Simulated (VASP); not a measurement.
# NiSb (Breithauptite) (P6_3/mmc) in VASP: reference runs, part 2 of 2

VASP 6.6.1. Earlier steps stand in the parts before.

**3. Single point, PBE, collinear spin, ferromagnetic start (atoms moved at random, drawn with an rms of 0.05 Å)**

Input file INCAR:

```
ALGO = Normal
EDIFF = 1E-7
ENCUT = 520
GGA = PE
ISIF = 2
ISMEAR = -1
ISPIN = 2
LASPH = True
LCHARG = True
LELF = True
LMAXMIX = 4
LORBIT = 11
LREAL = False
LVHAR = True
LWAVE = False
MAGMOM = 0 0 1 1
NBANDS = 27
NELM = 100
PREC = Accurate
SIGMA = 0.05
```

Input file KPOINTS:

```
k-points
0
Gamma
  8 8 5
```

Input file POSCAR:

```
NiSb
1.0
    3.9280000000      0.0000000000      0.0000000000
   -1.9640000000      3.4017477861      0.0000000000
    0.0000000000      0.0000000000      5.1200000000
Sb Ni
2 2
Direct
    0.6653170000      0.3352620000      0.7536850000
    0.3395280000      0.6669140000      0.2449290000
    0.0016720000      0.0146190000      0.5026020000
   -0.0027640000     -0.0034110000     -0.0048130000
```

Potentials or basis: VASP PAW PBE potentials, release 64 (Sb, Ni).

Run with:

```console
$ cat potpaw_PBE.64/Sb/POTCAR potpaw_PBE.64/Ni/POTCAR > POTCAR
$ mpirun -np 1 vasp_std > vasp.out
```

Run time: 10 min. Hardware: 1 thread of Intel Xeon Platinum 8488C (Sapphire Rapids), shared host; peak memory 0.53 GiB.

The run converged. Its results:

* Free energy: -20.2724 eV
* Pressure: 3.8 GPa
* Largest force: 0.358 eV/Å
* Band gap on the k mesh: none (metal or under the smearing width)
* Net moment: 0.00 μB per cell
* Valence electrons inside the program's atomic spheres: Sb 2.44, 2.43; Ni 9.39, 9.42

Forces in eV/Å, atoms in the order of the input:
```
Sb  -0.010  0.062 -0.225
Sb  -0.240  0.106  0.197
Ni   0.143 -0.196 -0.264
Ni   0.108  0.028  0.292
```

Stress tensor (GPa, compression positive):
```
 3.83  0.46 -0.13
 0.46  4.02  0.00
-0.13  0.00  3.47
```

Levels at points of the mesh, in eV from the Fermi level:
Spin up:
```tsv
k point	band 13	band 14	band 15	band 16	band 17	band 18
(0.00, 0.00, 0.00)	-0.03	0.55	0.72	2.45	2.55	3.17
(0.50, 0.00, 0.00)	-1.59	-1.39	-1.31	-0.34	1.20	3.46
(0.00, 0.50, 0.00)	-1.58	-1.38	-1.31	-0.33	1.17	3.45
(0.50, 0.50, 0.00)	-1.56	-1.38	-1.32	-0.33	1.12	3.45
```
Spin down:
```
           k point  band 13  band 14  band 15  band 16  band 17  band 18
(0.00, 0.00, 0.00)    -0.03     0.55     0.72     2.45     2.55     3.17
(0.50, 0.00, 0.00)    -1.59    -1.39    -1.31    -0.34     1.20     3.46
(0.00, 0.50, 0.00)    -1.58    -1.38    -1.31    -0.33     1.17     3.45
(0.50, 0.50, 0.00)    -1.56    -1.38    -1.32    -0.33     1.12     3.45
```

Spin-orbit coupling is left out, which matters for the levels of Sb.

**4. Equation of state, PBE, collinear spin, ferromagnetic start, 16.08 Å³/atom (volume scaled by 0.94)**

Input file INCAR:

```
SYSTEM = NiSb
ALGO     = Normal         ! electronic algorithm
EDIFF    = 1E-7           ! SCF threshold, eV
ENCUT    = 520            ! plane-wave cutoff, eV
GGA      = PE             ! functional
ISIF     = 2              ! what is computed and relaxed
ISMEAR   = -1             ! smearing method
ISPIN    = 2              ! spin polarisation
LASPH    = .TRUE.         ! aspherical terms in the spheres
LCHARG   = .FALSE.        ! write CHGCAR
LMAXMIX  = 4              ! l up to which the mixer works
LORBIT   = 11             ! projections on sites
LREAL    = .FALSE.        ! projectors in reciprocal space
LWAVE    = .FALSE.        ! write WAVECAR
MAGMOM   = 0 0 1 1        ! initial moments
NBANDS   = 27             ! bands
NELM     = 120            ! most SCF steps
PREC     = Accurate       ! precision mode
SIGMA    = 0.05           ! smearing width, eV
```

Input file KPOINTS:

```
k-points
0
G
  8 8 5
  0 0 0
```

Input file POSCAR:

```
NiSb
1.0
    3.8478142350      0.0000000000      0.0000000000
   -1.9239071175      3.3323048766      0.0000000000
    0.0000000000      0.0000000000      5.0154808766
Sb Ni
2 2
Direct
    0.6666666667      0.3333333333      0.7500000000
    0.3333333333      0.6666666667      0.2500000000
    0.0000000000      0.0000000000      0.5000000000
    0.0000000000      0.0000000000      0.0000000000
```

Run with:

```console
$ cat potpaw_PBE.64/Sb/POTCAR potpaw_PBE.64/Ni/POTCAR > POTCAR
$ mpirun -np 1 vasp_std > vasp.out
```

Run time: 2 min. Hardware: 1 thread of Intel Xeon Platinum 8488C (Sapphire Rapids), shared host; peak memory 0.25 GiB.

Results (log left out):

```
Free energy                                           : -20.0882 eV
Pressure                                              : 12.9 GPa
Band gap on the k mesh                                : none (metal or under the smearing width)
Net moment                                            : 0.00 μB per cell
Valence electrons inside the program's atomic spheres : Sb 2.48; Ni 9.53
```

**5. Equation of state, PBE, collinear spin, ferromagnetic start, 16.42 Å³/atom (volume scaled by 0.96)**

Input file INCAR:

```
SYSTEM = NiSb
PREC = Accurate
ENCUT = 520
EDIFF = 1E-7
ISMEAR = -1
SIGMA = 0.05
LREAL = .FALSE.
LASPH = .TRUE.
NELM = 100
ALGO = Normal
ISIF = 2
LWAVE = .FALSE.
LCHARG = .FALSE.
ISPIN = 2
MAGMOM = 0 0 1 1
LORBIT = 11
LMAXMIX = 4
GGA = PE
NBANDS = 27
```

Input file KPOINTS:

```
Automatic mesh
0
G
  8 8 5
  0 0 0
```

Input file POSCAR:

```
NiSb
1.0
    3.8749124112      0.0000000000      0.0000000000
   -1.9374562056      3.3557725856      0.0000000000
    0.0000000000      0.0000000000      5.0508023282
Sb Ni
2 2
Direct
    0.6666666667      0.3333333333      0.7500000000
    0.3333333333      0.6666666667      0.2500000000
    0.0000000000      0.0000000000      0.5000000000
    0.0000000000      0.0000000000      0.0000000000
```

Run with:

```console
$ cat potpaw_PBE.64/Sb/POTCAR potpaw_PBE.64/Ni/POTCAR > POTCAR
$ mpirun -np 1 vasp_std > vasp.out
```

Wall time 2 min (1 thread of Intel Xeon Platinum 8488C (Sapphire Rapids), shared host); peak memory 0.26 GiB.

Results (log left out):

```yaml
Free_energy: -20.1832 eV
Pressure: 9.4 GPa
Band_gap_on_the_k_mesh: none (metal or under the smearing width)
Net_moment: 0.00 μB per cell
Valence_electrons_inside_the_program's_atomic_spheres: Sb 2.46; Ni 9.48
```

**6. Equation of state, PBE, collinear spin, ferromagnetic start, 16.76 Å³/atom (volume scaled by 0.98)**

Input file INCAR:

```
PREC = Accurate
ENCUT = 520
EDIFF = 1E-7
ISMEAR = -1
SIGMA = 0.05
LREAL = F
LASPH = T
NELM = 100
ALGO = Normal
ISIF = 2
LWAVE = F
LCHARG = F
ISPIN = 2
MAGMOM = 0 0 1 1
LORBIT = 11
LMAXMIX = 4
GGA = PE
NBANDS = 27
```

Input file KPOINTS:

```
regular mesh
0
Gamma
  8 8 5
```

Input file POSCAR:

```
NiSb
1.0
    3.9016367896      0.0000000000      0.0000000000
   -1.9508183948      3.3789165761      0.0000000000
    0.0000000000      0.0000000000      5.0856365485
Sb Ni
2 2
Direct
    0.6666666667      0.3333333333      0.7500000000
    0.3333333333      0.6666666667      0.2500000000
    0.0000000000      0.0000000000      0.5000000000
    0.0000000000      0.0000000000      0.0000000000
```

Potentials or basis: VASP PAW PBE potentials, release 64 (Sb, Ni).

Run with:

```console
$ cat potpaw_PBE.64/Sb/POTCAR potpaw_PBE.64/Ni/POTCAR > POTCAR
$ mpirun -np 1 vasp_std > vasp.out
```

Run time: 1.9 min. Hardware: 1 thread of Intel Xeon Platinum 8488C (Sapphire Rapids), shared host; peak memory 0.25 GiB.

It converged, with:

| Property | Result |
| --- | --- |
| Free energy | -20.2501 eV |
| Pressure | 6.3 GPa |
| Band gap on the k mesh | none (metal or under the smearing width) |
| Net moment | 0.00 μB per cell |
| Valence electrons inside the program's atomic spheres | Sb 2.44; Ni 9.44 |

**7. Equation of state, PBE, collinear spin, ferromagnetic start, 17.45 Å³/atom (volume scaled by 1.02)**

Input file INCAR:

```
PREC     = Accurate       # precision mode
ENCUT    = 520            # plane-wave cutoff, eV
EDIFF    = 1E-7           # SCF threshold, eV
ISMEAR   = -1             # smearing method
SIGMA    = 0.05           # smearing width, eV
LREAL    = F              # projectors in reciprocal space
LASPH    = T              # aspherical terms in the spheres
NELM     = 120            # most SCF steps
ALGO     = Normal         # electronic algorithm
ISIF     = 2              # what is computed and relaxed
LWAVE    = F              # write WAVECAR
LCHARG   = F              # write CHGCAR
ISPIN    = 2              # spin polarisation
MAGMOM   = 0 0 1 1        # initial moments
LORBIT   = 11             # projections on sites
LMAXMIX  = 4              # l up to which the mixer works
GGA      = PE             # functional
NBANDS   = 27             # bands
```

Input file KPOINTS:

```
Automatic mesh
0
Gamma
  8 8 5
```

Input file POSCAR:

```
NiSb
1.0
    3.9540140032      0.0000000000      0.0000000000
   -1.9770070016      3.4242765737      0.0000000000
    0.0000000000      0.0000000000      5.1539082729
Sb Ni
2 2
Direct
    0.6666666667      0.3333333333      0.7500000000
    0.3333333333      0.6666666667      0.2500000000
    0.0000000000      0.0000000000      0.5000000000
    0.0000000000      0.0000000000      0.0000000000
```

Run with:

```console
$ cat potpaw_PBE.64/Sb/POTCAR potpaw_PBE.64/Ni/POTCAR > POTCAR
$ mpirun -np 1 vasp_std > vasp.out
```

Wall time 2.2 min (1 thread of Intel Xeon Platinum 8488C (Sapphire Rapids), shared host); peak memory 0.26 GiB.

The run converged. Its results:

```yaml
Free_energy: -20.3124 eV
Pressure: 1.2 GPa
Band_gap_on_the_k_mesh: none (metal or under the smearing width)
Net_moment: 0.00 μB per cell
Valence_electrons_inside_the_program's_atomic_spheres: Sb 2.42; Ni 9.37
```

**8. Equation of state, PBE, collinear spin, ferromagnetic start, 17.79 Å³/atom (volume scaled by 1.04)**

Input file INCAR:

```
PREC = Accurate
ENCUT = 520
EDIFF = 1E-7
ISMEAR = -1
SIGMA = 0.05
LREAL = False
LASPH = True
NELM = 120
ALGO = Normal
ISIF = 2
LWAVE = False
LCHARG = False
ISPIN = 2
MAGMOM = 0 0 1 1
LORBIT = 11
LMAXMIX = 4
GGA = PE
NBANDS = 27
```

Input file KPOINTS:

```
regular mesh
0
Gamma
  8 8 5
```

Input file POSCAR:

```
NiSb
1.0
    3.9796901382      0.0000000000      0.0000000000
   -1.9898450691      3.4465127589      0.0000000000
    0.0000000000      0.0000000000      5.1873761476
Sb Ni
2 2
Direct
    0.6666666667      0.3333333333      0.7500000000
    0.3333333333      0.6666666667      0.2500000000
    0.0000000000      0.0000000000      0.5000000000
    0.0000000000      0.0000000000      0.0000000000
```

Run with:

```console
$ cat potpaw_PBE.64/Sb/POTCAR potpaw_PBE.64/Ni/POTCAR > POTCAR
$ mpirun -np 1 vasp_std > vasp.out
```

It took 1.9 min on 1 thread of Intel Xeon Platinum 8488C (Sapphire Rapids), shared host; peak memory 0.26 GiB.

Results (log left out):

- Free energy: -20.3130 eV
- Pressure: -1.0 GPa
- Band gap on the k mesh: none (metal or under the smearing width)
- Net moment: 0.00 μB per cell
- Valence electrons inside the program's atomic spheres: Sb 2.40; Ni 9.33

**9. Equation of state, PBE, collinear spin, ferromagnetic start, 18.13 Å³/atom (volume scaled by 1.06)**

Input file INCAR:

```
SYSTEM = NiSb
ALGO = Normal ; EDIFF = 1E-7
ENCUT = 520 ; GGA = PE
ISIF = 2 ; ISMEAR = -1
ISPIN = 2 ; LASPH = .TRUE.
LCHARG = .FALSE. ; LMAXMIX = 4
LORBIT = 11 ; LREAL = .FALSE.
LWAVE = .FALSE. ; MAGMOM = 0 0 1 1
NBANDS = 27 ; NELM = 150
PREC = Accurate ; SIGMA = 0.05
```

Input file KPOINTS:

```
k-points
0
G
  8 8 5
  0 0 0
```

Input file POSCAR:

```
NiSb
1.0
    4.0050391665      0.0000000000      0.0000000000
   -2.0025195832      3.4684656614      0.0000000000
    0.0000000000      0.0000000000      5.2204176508
Sb Ni
2 2
Direct
    0.6666666667      0.3333333333      0.7500000000
    0.3333333333      0.6666666667      0.2500000000
    0.0000000000      0.0000000000      0.5000000000
    0.0000000000      0.0000000000      0.0000000000
```

Potentials or basis: VASP PAW PBE potentials, release 64 (Sb, Ni).

Run with:

```console
$ cat potpaw_PBE.64/Sb/POTCAR potpaw_PBE.64/Ni/POTCAR > POTCAR
$ mpirun -np 1 vasp_std > vasp.out
```

Run time: 1.9 min. Hardware: 1 thread of Intel Xeon Platinum 8488C (Sapphire Rapids), shared host; peak memory 0.26 GiB.

It converged, with:

```
Free energy                                           : -20.2962 eV
Pressure                                              : -2.9 GPa
Band gap on the k mesh                                : none (metal or under the smearing width)
Net moment                                            : 0.00 μB per cell
Valence electrons inside the program's atomic spheres : Sb 2.39; Ni 9.30
```

**10. Equation of state, PBE, collinear spin, ferromagnetic start**

Potentials or basis: VASP PAW PBE potentials, release 64 (Sb, Ni).

No new run: the results of the series are fitted here.

Results:

* Equilibrium volume: 17.63 Å³/atom
* Bulk modulus at fixed shape and positions: 110 GPa
* Pressure derivative of the bulk modulus: 5.2

Energy against volume, from the lowest point:
```csv
volume (Å³/atom),energy (meV/atom)
16.077,56.18
16.419,32.45
16.761,15.71
17.103,5.18
17.446,0.15
17.788,0.00
18.130,4.18
```

Caveat: the cell was scaled at fixed shape and fractional positions, which overstates the stiffness of a crystal with free parameters, most of all of layers and chains. Spin-orbit coupling is left out, which matters for the levels of Sb.

**11. Summary**

| task | cell | gap on the mesh (eV) | pressure (GPa) | moment (μB) |
| --- | --- | --- | --- | --- |
| single point | as given | none | 3.6 | 0.00 |
| single point | atoms moved at random, drawn with an rms of 0.05 Å | none | 3.8 | 0.00 |
| equation of state | as given | - | - | - |

Alike in all rows: level PBE; potentials or basis VASP PAW PBE potentials, release 64 (Sb, Ni); spin collinear, ferromagnetic start; k mesh 8 × 8 × 5; cutoff (eV) 520; smearing fermi-dirac 0.05 eV.

Caveats: the cell was scaled at fixed shape and fractional positions, which overstates the stiffness of a crystal with free parameters, most of all of layers and chains (some runs).

Total energies depend on the potentials used, so only differences within one code and one set of settings carry meaning.
